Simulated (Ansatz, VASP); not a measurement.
Se: VASP beside Ansatz

The input INCAR:

```
ALGO = Normal
EDIFF = 1E-6
EDIFFG = -0.01
ENCUT = 600
IBRION = 2
ISIF = 3
ISMEAR = -1
LASPH = True
LCHARG = False
LREAL = False
LWAVE = False
NELM = 60
NSW = 60
PREC = Accurate
SIGMA = 0.05
```

File KPOINTS:

```
k-points
0
Gamma
  9 9 9
```

File POSCAR:

```
Se
1.0
    2.8105630200      0.0000000000      0.0000000000
    0.0000000000      2.8105630200      0.0000000000
    0.0000000000      0.0000000000      2.8105630200
Se
1
Direct
    0.0000000000      0.0000000000      0.0000000000
```

File input.yaml:

```yaml
crystal:
  lattice:
    - [2.81056302, 0.0, 0.0]
    - [0.0, 2.81056302, 0.0]
    - [0.0, 0.0, 2.81056302]
  atoms:
    - { symbol: Se, position: [0.0, 0.0, 0.0] }
hamiltonian:
  xc: lda
  pseudopotentials: { kind: paw }
kpoints:
  mp_grid: { grid: [9, 9, 9] }
scf:
  occupations: { method: fermi_dirac, width: 0.05 }
output:
  forces: true
  stress: true
  eigenvalues: true
  write_density: true
  write_potential: true
  elf: true
  volumetric_format: npy
relax:
  f_tol: 0.01
  max_steps: 40
  cell: { stress_tol: 0.05 }
```

This isn't the form of Se at room conditions, which is trigonal, of chains.

Alike in both runs: task relaxation of cell and atoms; functional LDA; k mesh 9 × 9 × 9; occupations fermi-dirac, width 0.05 eV; no spin polarisation.

|  | VASP | Ansatz |
| --- | --- | --- |
| version | VASP 6.6.1 | Ansatz 0.2.0 |
| potentials or method | VASP PAW LDA potentials, release 64 (Se) | Ansatz PAW |
| plane-wave cutoff (eV) | 600 | 420 |
| valence electrons in the cell | 6 | 16 |

|  | VASP | Ansatz | Ansatz less VASP |
| --- | --- | --- | --- |
| gap on the k mesh at the Fermi level, each at its own relaxed structure (eV) | none | none | - |
| relaxed volume (Å³/atom) | 21.37 | 21.33 | -0.045 |
| relaxed cell length with the largest relative difference (Å) | 2.775 | 2.773 | -0.0019 |
| energy change over the relaxation (meV/atom) | -8 | -9 | -0.9 |

A gap of «none» marks a metal or a gap that the smearing closes. The two sets of potentials don't hold the same shells in valence.

Caveats: the plane-wave basis is chosen anew once the cell has moved, so the energies of steps on either side of that aren't comparable (Ansatz); the PAW data sets come from PBE, with cores solved anew for the run's functional, which leaves a small shift of forces and pressure (Ansatz).
